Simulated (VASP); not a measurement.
CO2: single point with PBE

CO2:

```
CELL_PARAMETERS angstrom
4.22721 0.00000 0.00000
0.00000 4.22721 0.00000
0.00000 0.00000 4.68777
ATOMIC_POSITIONS crystal
O 0.81273 0.80429 0.00156
O 0.19131 0.20839 0.99473
O 0.68161 0.30166 0.49841
O 0.29905 0.70320 0.51104
C 0.99979 0.00213 0.99646
C 0.50035 0.50118 0.50220
```

The cell comes from a database or a generator and needn't be the stable form of this composition.

The cell isn't the ideal one: atoms moved at random, drawn with an rms of 0.05 Å.

```
Program                : VASP 6.6.1
Task                   : single point
Functional             : PBE
Potentials or basis    : VASP PAW PBE potentials, release 64 (O, C)
Cutoff                 : 520 eV
k mesh                 : 6 × 6 × 6
Occupations            : fermi-dirac, width 0.05 eV
Spin                   : no spin polarisation
Further INCAR settings : ALGO = Normal; EDIFF = 1e-07; NBANDS = 25
```

```json
{
  "Pressure": "3.1 GPa",
  "Largest force": "5.992 eV/Å",
  "Band gap on the k mesh": "6.43 eV, indirect (least direct gap 6.90 eV)"
}
```

Forces on the atoms (eV/Å):
```
O   -1.583 -1.634  0.006
O   -0.820 -0.963 -0.006
O    2.496 -2.435 -0.126
O    1.860 -1.648 -0.200
C    2.409  2.578  0.054
C   -4.361  4.101  0.272
```

Stress tensor (GPa, compression positive):
```
 3.35  0.13 -0.02
 0.13  4.31 -0.11
-0.02 -0.11  1.78
```

Levels at points of the mesh, in eV from the valence-band top:
```csv
k point,band 13,band 14,band 15,band 16,band 17,band 18,band 19,band 20
"(0.00, 0.00, 0.00)",-1.40,-0.56,-0.50,-0.47,6.43,7.35,7.77,7.82
"(0.50, 0.00, 0.00)",-0.65,-0.58,-0.55,-0.40,7.94,8.02,8.07,8.12
"(0.00, 0.50, 0.00)",-0.56,-0.52,-0.49,-0.45,7.78,7.92,8.05,8.10
"(0.50, 0.50, 0.00)",-0.70,-0.66,-0.04,-0.02,8.06,8.11,8.14,8.21
"(0.00, 0.00, 0.50)",-1.03,-0.97,-0.50,-0.48,7.60,7.75,7.95,8.01
"(0.50, 0.00, 0.50)",-0.93,-0.92,-0.32,-0.29,7.78,7.83,8.34,8.39
"(0.00, 0.50, 0.50)",-0.91,-0.88,-0.26,-0.25,7.77,7.80,8.25,8.28
"(0.50, 0.50, 0.50)",-0.56,-0.52,-0.03,0.00,7.46,7.63,8.17,8.22
```

Run time: 2.7 min on 1 thread of Intel(R) Xeon(R) Platinum 8488C (Sapphire Rapids), on a shared host, peak memory 0.29 GiB.

Caveat: the standard files for N, O and F lose accuracy on very short bonds. A k mesh can miss the band edges.
